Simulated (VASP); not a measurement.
# GaN (P6_3mc) in VASP: further runs

The runs below take GaN through relaxation of cell and atoms, with PBE.

Program: VASP 6.6.1. These are calculated values, not measurements. Logs are shortened: lines on timing, memory, paths and dates and some standing lists are left out, and cuts for length are marked.

## Step 1: The structure

The structure is hexagonal, space group P6_3mc (No. 186). The conventional cell has a = 3.180 Å, b = 3.180 Å, c = 5.166 Å, α = 90.00°, β = 90.00°, γ = 120.00°. Ga (site symmetry 3m) has 4 N at 1.94 to 1.95 Å as nearest neighbours. N (site symmetry 3m) has 4 Ga at 1.94 to 1.95 Å as nearest neighbours.

## Step 2: Relaxation of cell and atoms, PBE

Input file INCAR:

```
PREC = Accurate
ENCUT = 700
EDIFF = 1E-7
ISMEAR = 0
SIGMA = 0.02
LREAL = F
LASPH = T
NELM = 100
ALGO = Normal
ISIF = 3
LWAVE = F
LCHARG = F
GGA = PE
IBRION = 2
NSW = 80
EDIFFG = -0.002
```

Input file KPOINTS:

```
regular mesh
0
Gamma
  12 12 6
```

Input file POSCAR:

```
GaN
1.0
    3.1800000000      0.0000000000      0.0000000000
   -1.5900000000      2.7539607800      0.0000000000
    0.0000000000      0.0000000000      5.1660000000
Ga N
2 2
Direct
    0.3333333300      0.6666666700      0.0000000000
    0.6666666700      0.3333333300      0.5000000000
    0.3333333300      0.6666666700      0.3750000000
    0.6666666700      0.3333333300      0.8750000000
```

Potentials or basis: VASP PAW PBE potentials, release 64 (Ga_d, N).

The run is started by

```console
$ cat potpaw_PBE.64/Ga_d/POTCAR potpaw_PBE.64/N/POTCAR > POTCAR
$ mpirun -np 1 vasp_std > vasp.out
```

OUTCAR:

```text
PREC = Accurate
   ENCUT = 700
   EDIFF = 1E-7
   ISMEAR = 0
   LREAL = F
   LASPH = T
   NELM = 100
   ISIF = 3
   GGA = PE
   IBRION = 2
   NSW = 80
   EDIFFG = -0.002

 ion  position               nearest neighbor table
   1  0.333  0.667  0.000-   3 1.94   4 1.95   4 1.95   4 1.95
   2  0.667  0.333  0.500-   4 1.94   3 1.95   3 1.95   3 1.95
   3  0.333  0.667  0.375-   1 1.94   2 1.95   2 1.95   2 1.95
   4  0.667  0.333  0.875-   2 1.94   1 1.95   1 1.95   1 1.95

  LATTYP: Found a hexagonal cell.
 ALAT       =     3.1800000000
 C/A-ratio  =     1.6245283019

  Lattice vectors:

 A1 = (   3.1800000000,   0.0000000000,   0.0000000000)
 A2 = (  -1.5900000000,   2.7539607800,   0.0000000000)
 A3 = (   0.0000000000,   0.0000000000,   5.1660000000)

Analysis of symmetry for initial positions (statically):
=====================================================================
 Subroutine PRICEL returns:
 Original cell was already a primitive cell.

 Routine SETGRP: Setting up the symmetry group for a
 hexagonal supercell.

 Subroutine GETGRP returns: Found 12 space group operations
 (whereof  6 operations were pure point group operations)
 out of a pool of 24 trial point group operations.

The static configuration has the point symmetry C_3v.
 The point group associated with its full space group is C_6v.

Analysis of symmetry for dynamics (positions and initial velocities):
=====================================================================
 Subroutine PRICEL returns:
 Original cell was already a primitive cell.

 Routine SETGRP: Setting up the symmetry group for a
 hexagonal supercell.

 Subroutine GETGRP returns: Found 12 space group operations
 (whereof  6 operations were pure point group operations)
 out of a pool of 24 trial point group operations.

The dynamic configuration has the point symmetry C_3v.
 The point group associated with its full space group is C_6v.

 Subroutine INISYM returns: Found 12 space group operations
 (whereof  6 operations are pure point group operations),
 and found     1 'primitive' translations

----------------------------------------------------------------------------------------

                                     Primitive cell

  volume of cell :      45.2417

  direct lattice vectors                    reciprocal lattice vectors
     3.180000000  0.000000000  0.000000000     0.314465409  0.181556689  0.000000000
    -1.590000000  2.753960780  0.000000000     0.000000000  0.363113377  0.000000000
     0.000000000  0.000000000  5.166000000     0.000000000  0.000000000  0.193573364

  length of vectors
     3.180000000  3.179999997  5.166000000     0.363113377  0.363113377  0.193573364

  position of ions in fractional coordinates (direct lattice)
     0.333333330  0.666666670  0.000000000
     0.666666670  0.333333330  0.500000000
     0.333333330  0.666666670  0.375000000
     0.666666670  0.333333330  0.875000000

  ion indices of the primitive-cell ions
   primitive index   ion index
                 1           1
                 2           2
                 3           3
                 4           4

----------------------------------------------------------------------------------------

 KPOINTS: regular mesh

Automatic generation of k-mesh.
 Grid dimensions read from file:
 generate k-points for:   12   12    6

 Generating k-lattice:

  Cartesian coordinates                     Fractional coordinates (reciprocal lattice)
     0.026205451  0.015129724  0.000000000     0.083333333  0.000000000  0.000000000
     0.000000000  0.030259448  0.000000000     0.000000000  0.083333333  0.000000000
     0.000000000  0.000000000  0.032262227     0.000000000  0.000000000  0.166666667

  Length of vectors
     0.030259448  0.030259448  0.032262227

  Shift w.r.t. Gamma in fractional coordinates (k-lattice)
     0.000000000  0.000000000  0.000000000

 Subroutine IBZKPT returns following result:
 ===========================================

 Found     76 irreducible k-points:

 Following reciprocal coordinates:
            Coordinates               Weight
  0.000000  0.000000  0.000000      1.000000
  0.083333  0.000000  0.000000      6.000000
  0.166667 -0.000000  0.000000      6.000000
  0.250000 -0.000000  0.000000      6.000000
  0.333333  0.000000  0.000000      6.000000
  0.416667 -0.000000  0.000000      6.000000
[... 16 lines left out ...]
  0.250000 -0.000000  0.166667     12.000000
  0.333333  0.000000  0.166667     12.000000
 [... further k-points ...]
   k-points           NKPTS =     76   k-points in BZ     NKDIM =     76   number of bands    NBANDS=     22
   number of dos      NEDOS =    301   number of ions     NIONS =      4
   total plane-waves  NPLWV =  37632
   dimension x,y,z NGX =    28 NGY =   28 NGZ =   48
   dimension x,y,z NGXF=    56 NGYF=   56 NGZF=   96
   ions per type =               2   2
   NGX,Y,Z   is equivalent  to a cutoff of  14.64, 14.64, 15.45 a.u.
   NGXF,Y,Z  is equivalent  to a cutoff of  29.28, 29.28, 30.89 a.u.
 SYSTEM =  unknown system
   PREC   = accura    normal or accurate (medium, high low for compatibility)
   ISTART =      0    job   : 0-new  1-cont  2-samecut
   ICHARG =      2    charge: 1-file 2-atom 10-const
   ISPIN  =      1    spin polarized calculation?
   LNONCOLLINEAR =      F non collinear calculations
   LSORBIT =      F    spin-orbit coupling
   LASPH  =      T    aspherical Exc in radial PAW
   ENCUT  =  700.0 eV  51.45 Ry    7.17 a.u.   6.86  6.86 11.14*2*pi/ulx,y,z
   NELM   =    100;   NELMIN=  2; NELMDL= -5     # of ELM steps
   EDIFF  = 0.1E-06   stopping-criterion for ELM
   LREAL  =      F    real-space projection
   EDIFFG = -.2E-02   stopping-criterion for IOM
   NSW    =     80    number of steps for IOM
   IBRION =      2    ionic relax: 0-MD 1-quasi-New 2-CG
   NFREE  =      1    steps in history (QN), initial steepest desc. (CG)
   ISIF   =      3    stress and relaxation
   ISYM   =      2    0-nonsym 1-usesym 2-fastsym
   POTIM  = 0.5000    time-step for ionic-motion
   TEBEG  =    0.0;   TEEND  =   0.0 temperature during run
   PSTRESS=    0.0 pullay stress
   NELECT =      36.0000    total number of electrons
   NUPDOWN=      -1.0000    fix difference up-down
   EMIN   =  10.00;   EMAX   =-10.00  energy-range for DOS
   EFERMI =   0.00;   METHOD = LEGACY
   ISMEAR =     0;   SIGMA  =   0.02  broadening in eV -4-tet -1-fermi 0-gaus
   EFERMI_NEDOS =   21; number of points for ismear=-14 and -15
   IALGO  =     38    algorithm
   IMIX   =      4    mixing-type and parameters
     AMIX     =   0.40;   BMIX     =  1.00
     AMIX_MAG =   1.60;   BMIX_MAG =  1.00
  volume/ion in A,a.u.               =      11.31        76.33
  Fermi-wavevector in a.u.,A,eV,Ry     =   1.517036  2.866782 31.312427  2.301398
  Thomas-Fermi vector in A             =   2.626345
   LORBIT       =      0    0 simple, 1 ext, 2 COOP (PROOUT), +10 PAW based schemes
   GGA     = PE    functional components
   LHFCALC =     F    Hartree Fock is set to
   AEXX    =    0.0000 exact exchange contribution
   IVDW    =     0    specifies the selected vdW correction
   LEPSILON=     F    determine dielectric tensor
   LRPA    =     F    only Hartree local field effects (RPA)
 conjugate gradient relaxation of ions
 non-spin polarized calculation
 Gauss-broadening in eV      SIGMA  =   0.02
  energy-cutoff  :      700.00
  volume of cell :       45.24
 maximum number of plane-waves:      1926
 NGX is ok and might be reduce to    28
   NGX = 13   NGY = 13   NGZ = 23

--------------------------------------- Ionic step        1  -------------------------------------------

 number of electron      36.0000007 magnetization

 Free energy of the ion-electron system (eV)
  ---------------------------------------------------
  ext. energy  EPLUGINS =         0.00000000
  ---------------------------------------------------
  free energy    TOTEN  =       -24.29482305 eV

  energy without entropy =      -24.29482305  energy(sigma->0) =      -24.29482305

------------------------ aborting loop because EDIFF is reached ----------------------------------------

  FORCE on cell =-STRESS in cart. coord.  units (eV):
  Direction    XX          YY          ZZ          XY          YZ          ZX
  --------------------------------------------------------------------------------------
  -------------------------------------------------------------------------------------
  Total        1.8308871      1.8308871      2.4442982      0.0000000      0.0000000     -0.0000000
  in kB       64.8384879     64.8384877     86.5616448      0.0000000      0.0000000     -0.0000000
  external PRESSURE =      72.0795401 kB  Pullay stress =       0.0000000 kB
[... 251 lines left out ...]
  energy  without entropy=      -24.3350005462  energy(sigma->0) =      -24.33500055

--------------------------------------- Ionic step        8  -------------------------------------------

 number of electron      36.0000000 magnetization

 Free energy of the ion-electron system (eV)
  ---------------------------------------------------
  ext. energy  EPLUGINS =         0.00000000
  ---------------------------------------------------
  free energy    TOTEN  =       -24.33500707 eV

  energy without entropy =      -24.33500707  energy(sigma->0) =      -24.33500707

 E-fermi :   5.1239     XC(G=0): -11.5170

 val. band max:        5.0126794329   @ k =   0.0000   0.0000   0.0000
 cond. band min:       6.7309771142   @ k =   0.0000   0.0000   0.0000
 fundamental gap:      1.7182976813
 Fermi energy:         5.1238883951

 k-point     1 :       0.0000    0.0000    0.0000
  band No.  band energies     occupation
      1     -10.7263      2.00000
      2      -9.9019      2.00000
      3      -8.4090      2.00000
      4      -8.3946      2.00000
      5      -8.3946      2.00000
      6      -8.3388      2.00000
[... 574 lines left out ...]
      6      -8.2077      2.00000
[... 14 lines left out ...]
     21      11.9015      0.00000
     22      13.0833      0.00000

 [... further k-points ...]

------------------------ aborting loop because EDIFF is reached ----------------------------------------

  FORCE on cell =-STRESS in cart. coord.  units (eV):
  Direction    XX          YY          ZZ          XY          YZ          ZX
  --------------------------------------------------------------------------------------
  -------------------------------------------------------------------------------------
  Total        0.0018540      0.0018540      0.0015423      0.0000000      0.0000000     -0.0000000
  in kB        0.0631783      0.0631783      0.0525549      0.0000000      0.0000000     -0.0000000
  external PRESSURE =       0.0596372 kB  Pullay stress =       0.0000000 kB
[... 19 lines left out ...]
  FREE ENERGIE OF THE ION-ELECTRON SYSTEM (eV)
  ---------------------------------------------------
  free  energy   TOTEN  =       -24.3350070704 eV

  energy  without entropy=      -24.3350070704  energy(sigma->0) =      -24.33500707

 reached required accuracy - stopping structural energy minimisation
```

Run time: 5.4 min. Hardware: 1 thread of Intel Xeon 6975P-C (Granite Rapids), shared host; peak memory 0.26 GiB.

Results:

* Free energy: -24.3350 eV
* Relaxed volume: 11.75 Å³/atom
* Relaxed cell: a = 3.218 Å, b = 3.218 Å, c = 5.243 Å, α = 90.00°, β = 90.00°, γ = 120.00°
* Space group after relaxing (to 0.05 Å): P6_3mc (No. 186)
* Energy gained by relaxing: 10.0 meV/atom
* Ionic steps: 8
* Pressure after relaxing: 0.0 GPa
* Band gap on the k mesh: 1.72 eV, direct

Step by step:
```csv
step,energy change (eV),largest force (eV/Å),pressure (GPa),volume (Å³)
1,0.0000,0.1346,7.21,45.24
2,-0.0106,0.0615,-5.43,48.66
3,-0.0401,0.0117,-0.04,47.03
4,-0.0401,0.0137,0.11,46.99
5,-0.0402,0.0070,0.10,46.99
6,-0.0402,0.0016,0.10,46.99
7,-0.0402,0.0006,-0.09,47.04
8,-0.0402,0.0004,0.01,47.02
```

Final structure:
```
Ga N
1.0
     3.21789    0.00000    0.00000
    -1.60895    2.78678    0.00000
     0.00000    0.00000    5.24306
Ga N
2 2
Direct
  0.33333 0.66667 0.99915
  0.66667 0.33333 0.49915
  0.33333 0.66667 0.37585
  0.66667 0.33333 0.87585
```

A hybrid or GW would open this gap; PBE tends to underestimate it. PBE usually gives volumes a little too large and moduli too small.

## Step 3: Relaxation of cell and atoms, PBE

This run uses another cell than the first one, of 11.75 Å³/atom, 1.039 times its volume.

INCAR is that of step 2.

KPOINTS is that of step 2.

Input file POSCAR:

```
GaN                                     
1.0
    3.2178942995      0.0000000000     -0.0000000000
   -1.6089471497      2.7867782059      0.0000000000
    0.0000000000      0.0000000000      5.2430556615
  Ga              N             
     2     2
Direct
     0.3333333300000021    0.6666666699999979    0.9991495810423495
     0.6666666699999979    0.3333333300000021    0.4991495810423494
     0.3333333300000021    0.6666666699999979    0.3758504189576506
     0.6666666699999979    0.3333333300000021    0.8758504189576505
```

Potentials or basis: VASP PAW PBE potentials, release 64 (Ga_d, N).

The run is started by

```console
$ cat potpaw_PBE.64/Ga_d/POTCAR potpaw_PBE.64/N/POTCAR > POTCAR
$ mpirun -np 1 vasp_std > vasp.out
```

It took 1.9 min on 1 thread of Intel Xeon 6975P-C (Granite Rapids), shared host; peak memory 0.26 GiB.

It converged, with:

```
Free energy                            : -24.3378 eV
Relaxed volume                         : 11.76 Å³/atom
Relaxed cell                           : a = 3.218 Å, b = 3.218 Å, c = 5.243 Å, α = 90.00°, β = 90.00°, γ = 120.00°
Space group after relaxing (to 0.05 Å) : P6_3mc (No. 186)
Energy gained by relaxing              : 0.0 meV/atom
Ionic steps                            : 3
Pressure after relaxing                : 0.0 GPa
Band gap on the k mesh                 : 1.72 eV, direct
```

Final structure:
```yaml
crystal:
  lattice:
    - [3.21804, 0.00000, 0.00000]
    - [-1.60902, 2.78691, 0.00000]
    - [0.00000, 0.00000, 5.24329]
  atoms:
    - { symbol: Ga, position: [0.33333, 0.66667, 0.99915] }
    - { symbol: Ga, position: [0.66667, 0.33333, 0.49915] }
    - { symbol: N, position: [0.33333, 0.66667, 0.37585] }
    - { symbol: N, position: [0.66667, 0.33333, 0.87585] }
```

Levels at points of the mesh, in eV from the valence-band top:
```
           k point  band 14  band 15  band 16  band 17  band 18  band 19  band 20  band 21  band 22
(0.00, 0.00, 0.00)    -1.00    -1.00    -0.04     0.00     0.00     1.72     4.07     9.02     9.73
(0.50, 0.00, 0.00)    -5.19    -4.07    -2.64    -2.12    -0.96     4.98     5.38     5.98     8.35
(0.00, 0.00, 0.50)    -3.79    -0.51    -0.51    -0.51    -0.51     4.06     4.06     8.31     8.31
(0.50, 0.00, 0.50)    -6.44    -1.87    -1.87    -1.83    -1.83     4.31     4.31     7.58     7.58
```
